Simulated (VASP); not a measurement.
## Mg: band structure with TPSS

Mg:

```
CELL_PARAMETERS angstrom
3.20930 0.00000 0.00000
-1.60465 2.77934 0.00000
0.00000 0.00000 5.21030
ATOMIC_POSITIONS crystal
Mg 0.66667 0.33333 0.75000
Mg 0.33333 0.66667 0.25000
```

```yaml
Program: VASP 6.6.1
Task: band structure
Functional: TPSS
Potentials_or_basis: VASP PAW PBE potentials, release 64 (Mg)
Cutoff: 520 eV
k_mesh: 10 × 10 × 5
Occupations: fermi-dirac, width 0.05 eV
Spin: no spin polarisation
Further_INCAR_settings: ALGO = Normal; EDIFF = 1e-07; NBANDS = 9
```

The pressure is -0.7 GPa and the band gap along the path is none (metal or under the smearing width).

Stress tensor (GPa, compression positive):
```
-1.06  0.00  0.00
 0.00 -1.06  0.00
 0.00  0.00 -0.02
```

Levels at the corners of the path, in eV from the Fermi level:
| point | band 1 | band 2 | band 3 | band 4 | band 5 | band 6 | band 7 |
| --- | --- | --- | --- | --- | --- | --- | --- |
| Γ | -6.91 | -1.72 | -1.23 | 10.84 | 10.84 | 11.02 | 11.02 |
| M | -2.17 | -2.13 | 2.61 | 2.94 | 3.25 | 3.66 | 6.83 |
| M | -2.17 | -2.13 | 2.61 | 2.94 | 3.25 | 3.66 | 6.83 |
| K | -0.67 | -0.61 | -0.61 | 4.08 | 4.08 | 4.27 | 4.73 |
| K | -0.67 | -0.61 | -0.61 | 4.08 | 4.08 | 4.27 | 4.73 |
| Γ | -6.91 | -1.72 | -1.23 | 10.84 | 10.84 | 11.02 | 11.02 |
| Γ | -6.91 | -1.72 | -1.23 | 10.84 | 10.84 | 11.02 | 11.02 |
| A | -5.53 | -5.53 | 4.98 | 4.98 | 11.61 | 11.61 | 11.61 |
| A | -5.53 | -5.53 | 4.98 | 4.98 | 11.61 | 11.61 | 11.61 |
| L | -1.14 | -1.14 | -0.45 | -0.45 | 7.94 | 7.94 | 8.00 |
| L | -1.14 | -1.14 | -0.45 | -0.45 | 7.94 | 7.94 | 8.00 |
| H | 0.16 | 0.16 | 0.62 | 0.62 | 1.56 | 1.56 | 10.88 |
| H | 0.16 | 0.16 | 0.62 | 0.62 | 1.56 | 1.56 | 10.88 |
| A | -5.53 | -5.53 | 4.98 | 4.98 | 11.61 | 11.61 | 11.61 |
| L | -1.14 | -1.14 | -0.45 | -0.45 | 7.94 | 7.94 | 8.00 |
| M | -2.17 | -2.13 | 2.61 | 2.94 | 3.25 | 3.66 | 6.83 |
| K | -0.67 | -0.61 | -0.61 | 4.08 | 4.08 | 4.27 | 4.73 |
| H | 0.16 | 0.16 | 0.62 | 0.62 | 1.56 | 1.56 | 10.88 |

Wall time 5 min on 1 thread of AMD EPYC 7571, on a shared host, peak memory 0.15 GiB.

Caveat: the PAW data sets were made with another functional, which shifts forces and pressure a little.
